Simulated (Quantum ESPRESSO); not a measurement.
**GaSb under changes of volume**

One of the cells (24.120 Å³/atom); the others are scaled copies at fixed shape and fractional positions:

```xyz
2
Lattice="-2.7534 2.7534 1.5907 2.7534 -2.7534 1.5907 2.7534 2.7534 -1.5907" Properties=species:S:1:pos:R:3 pbc="T T T"
Sb    0.0000    0.0000    0.0000
Ga    0.0000    2.7534    0.7954
```

Measurements of this composition are mostly on another form, of space group No. 216.

- Program: Quantum ESPRESSO 7.5
- Functional: r2SCAN
- Potentials or basis: SG15 PBE 1.2
- Cutoff: 1197 eV
- Density cutoff: 4789 eV
- k mesh: 4 × 4 × 4
- Occupations: fermi-dirac, width 0.05 eV
- Spin: no spin polarisation

| volume (Å³/atom) | energy over the lowest point (meV/atom) | pressure (GPa) |
| --- | --- | --- |
| 22.672 | 0.00 | -0.3 |
| 23.155 | 2.59 | -1.5 |
| 23.637 | 8.70 | -2.6 |
| 24.120 | ? | ? |
| 24.602 | 29.91 | -4.4 |
| 25.084 | 44.32 | -5.2 |
| 25.567 | 60.89 | -5.8 |

Q: What does the run at 24.120 Å³/atom give?

A: Energy over the lowest point 17.93 meV/atom; pressure -3.6 GPa.

Worked out: A Birch-Murnaghan fit of order 3 (a polynomial in V^(-2/3)) to the other rows has its minimum at 22.59 Å³/atom, just outside them, with B0 = V·E''(V) = 63 GPa and B' = 4.8 at fixed shape and positions, which overstates the stiffness. It gives 17.94 meV/atom at 24.120 Å³/atom, against the run's 17.93, and -dE/dV = -3.5 GPa, against -3.6.

Energies are extrapolated to zero smearing.

Caveats: all runs use coarse meshes; the potentials were made for another functional, which shifts forces and pressure.
